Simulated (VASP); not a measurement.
Input of a VASP 6.6.1 run:

INCAR

```
PREC = Accurate ; ENCUT = 520
EDIFF = 1E-7 ; ISMEAR = 0
SIGMA = 0.02 ; LREAL = False
LASPH = True ; NELM = 100
ALGO = Normal ; ISIF = 2
LWAVE = False ; LCHARG = False
GGA = PE ; NBANDS = 19
```

Contents of KPOINTS:

```
Automatic mesh
0
Gamma
  8 8 8
```

Contents of POSCAR:

```
CaF2
1.0
    0.0000000000      2.7554728143      2.7554728143
    2.7554728143      0.0000000000      2.7554728143
    2.7554728143      2.7554728143      0.0000000000
Ca F
1 2
Direct
    0.0000000000      0.0000000000      0.0000000000
    0.2500000000      0.2500000000      0.2500000000
    0.7500000000      0.7500000000      0.7500000000
```

Potentials or basis: VASP PAW PBE potentials, release 64 (Ca_sv, F).

Launch:

```console
$ cat potpaw_PBE.64/Ca_sv/POTCAR potpaw_PBE.64/F/POTCAR > POTCAR
$ mpirun -np 1 vasp_std > vasp.out
```

Question: Predict the band gap on the k mesh.

Answer: 7.12 eV, indirect (least direct gap 7.37 eV).

Question: Estimate the pressure.

Answer: 0.2 GPa.

A k mesh can miss the band edges.
